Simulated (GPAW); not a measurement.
The system is CuI (Marshite).

```
CELL_PARAMETERS angstrom
0.00000 3.03150 3.03150
3.03150 0.00000 3.03150
3.03150 3.03150 0.00000
ATOMIC_POSITIONS crystal
I 0.00000 0.00000 0.00000
Cu 0.75000 0.75000 0.75000
```

Program: GPAW 26.7.0. Alike in all runs: no spin polarisation; cell as given; k mesh 8 × 8 × 8; cutoff (eV) 600.

Order these runs on this cell by their pressure, lowest first.
A. level PBE; potentials or basis GPAW PAW data sets (gpaw-data 1.2.1), pw; smearing gaussian 0.011 eV
B. level LDA; potentials or basis the program's PAW data sets (release 1.2.1) made for this functional, pw; smearing fermi-dirac 0.05 eV; band path GXWKGLUWLK,UX; band points 80
C. level RPBE; potentials or basis the program's PAW data sets (release 1.2.1) made for this functional, pw; smearing fermi-dirac 0.05 eV; band path GXWKGLUWLK,UX; band points 60
D. level PBEsol; potentials or basis PAW data sets generated in the run's folder for this functional, pw; smearing fermi-dirac 0.05 eV; band path GXWKGLUWLK,UX; band points 60

B (-3.9 GPa), D (-1.9 GPa), A (0.9 GPa), C (3.0 GPa).

Caveats: with this Cu data set, volumes or pressures lay over 1.5 % or 2 GPa off other programs in two to four cells of ten.
